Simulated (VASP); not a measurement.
Te:

```
Te
1.0
     5.85004    0.00000    0.00000
     0.00000    5.85004    0.00000
     0.00000    0.00000    4.79120
Te
4
Direct
  0.00000 0.00000 0.00000
  0.50000 0.50000 0.00000
  0.00000 0.50000 0.83004
  0.50000 0.00000 0.16996
```

The cell was built by a generator and needn't be a form met in nature.

* Program: VASP 6.6.1
* Task: relaxation of cell and atoms
* Functional: PBE
* Dispersion: D4
* Potentials or basis: VASP PAW PBE potentials, release 64 (Te)
* Cutoff: 600 eV
* k mesh: 4 × 4 × 5
* Occupations: fermi-dirac, width 0.05 eV
* Spin: no spin polarisation

At the start: pressure -1.9 GPa; volume 40.99 Å³/atom.

Q: How do energy, volume and symmetry change on relaxing?

A: Over 19 steps the energy falls by 47.4 meV/atom and the volume is 34.81 Å³/atom (-15.1 %); space group P4/nmm (No. 129, to 0.05 Å).

Step by step:
```
step  energy change (eV)  largest force (eV/Å)  pressure (GPa)  volume (Å³)
   1              0.0000                0.0039           -1.86       163.97
   2             -0.0377                0.3024            0.89       152.95
   3             -0.0473                0.2059           -0.04       156.21
   4             -0.0850                0.2099           -0.02       152.77
   5             -0.1707                0.1859            0.26       142.39
   6              0.0105                0.4007            3.89       121.43
   7             -0.1749                0.0917            0.74       136.46
   8             -0.1767                0.1501            0.60       138.17
   9             -0.1635                0.0406           -1.28       142.32
  10             -0.1805                0.0866           -0.04       139.49
  11             -0.1821                0.0945           -0.03       139.49
  12             -0.1867                0.0713           -0.03       139.48
  13             -0.1895                0.0077           -0.03       139.47
  14             -0.1895                0.0057           -0.03       139.47
  15             -0.1895                0.0030           -0.03       139.46
  16             -0.1895                0.0075            0.09       138.88
  17             -0.1896                0.0047            0.02       139.26
  18             -0.1895                0.0069           -0.06       139.21
  19             -0.1896                0.0021            0.00       139.24
```

Final structure:
```xyz
4
Lattice="5.7566 0.0000 0.0000 0.0000 5.7566 0.0000 0.0000 0.0000 4.2019" Properties=species:S:1:pos:R:3 pbc="T T T"
Te    0.0000    0.0000    0.0000
Te    2.8783    2.8783    0.0000
Te    5.7566    2.8783    3.3680
Te    2.8783    0.0000    0.8339
```

Caveat: the volume moved by over 15 % at a fixed basis, so the end points are rough.
